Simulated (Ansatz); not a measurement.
Is this BeTe6 stable against decomposition?

Computed with DFT PBE, scalar-relativistic, plane waves, PAW in Ansatz. All cells share a 420 eV cutoff and Γ-centred k meshes spaced about 0.3 Å⁻¹ or finer (0.25 for metals, 2π included). No spin polarisation.

Formation energies are uncorrected and refer to the elements' standard structures at the same level.

Temperature and zero-point effects are left out. These runs have no spin–orbit coupling, which can matter for Te. The reference form of Te is held partly by dispersion forces, which this level lacks.

The competitors are the elements and 1 reference phase of this chemical system (from databases or known types: BeTe), relaxed at the same level; other known phases may be missing.

The candidate was reached from: random cell.

```
Be Te
1.0
     7.50173    0.00000    0.00000
     0.00000    7.50173    0.00000
     0.00000    0.00000    4.52149
Be Te
1 6
Cartesian
  3.7509 3.7509 0.0000
  5.1505 5.1505 3.0600
  2.3512 2.3512 3.0600
  5.1505 2.3512 1.4615
  2.3512 5.1505 1.4615
  3.7509 0.0000 0.0000
  0.0000 3.7509 0.0000
```

Problem. Where does it stand against these competitors?

Solution. Not stable. Its formation energy is 0.056 eV/atom. The lowest competing mixture at this composition is this:

| phase | space group | source | share of atoms | ΔE_f (eV/atom) |
| --- | --- | --- | --- | --- |
| Te | - | element | 0.7143 | 0.000 |
| BeTe | F-43m (No. 216) | COD | 0.2857 | -0.361 |

The mixture lies at -0.103 eV/atom, and the candidate lies 159 meV/atom above it. The candidate matches no cell in the subsets of the Crystallography Open Database and the Materials Project at hand. It is metastable at best. Phonons aren't part of this comparison.
